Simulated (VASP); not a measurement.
# Si: equilibrium volume by level of theory

```
CELL_PARAMETERS angstrom
0.00000 2.71550 2.71550
2.71550 0.00000 2.71550
2.71550 2.71550 0.00000
ATOMIC_POSITIONS crystal
Si 0.00000 0.00000 0.00000
Si 0.25000 0.25000 0.25000
```

| rung | level | program and potentials | cutoff (eV) | k mesh | smearing | equilibrium volume (Å³/atom) | notes |
| --- | --- | --- | --- | --- | --- | --- | --- |
| LDA | LDA | VASP, LDA PAW files Si, 600 eV | 600 | 11 × 11 × 11 | fermi-dirac 0.05 | 19.72 | - |
| GGA | PBE | VASP, PBE PAW files Si, 600 eV | 600 | 11 × 11 × 11 | fermi-dirac 0.05 | (a) | - |
| GGA | PBEsol | VASP, PBE PAW files Si, 600 eV | 600 | 11 × 11 × 11 | fermi-dirac 0.05 | 20.08 | potentials made for PBE |
| meta-GGA | r2SCAN | VASP, PBE PAW files Si, 600 eV | 600 | 11 × 11 × 11 | fermi-dirac 0.05 | 20.12 | potentials made for PBE |
| hybrid | HSE06 | VASP, PBE PAW files Si, 600 eV | 600 | 6 × 6 × 6 | fermi-dirac 0.05 | 20.06 | potentials made for PBE |

Task: relaxation of cell and atoms. All rows: no spin polarisation. Smearing widths are in eV. Meshes differ between rows, which moves values too. Meshes are those of the run's cell of 2 atoms unless a note names another. Relaxations start from the cell shown or near it and stop with a little pressure left. Runs on faulty files, with rough fits or with known faults for this quantity aren't shown. No row holds spin-orbit coupling.

Estimate the value left out from the other rows.

(a) 20.44 Å³/atom.
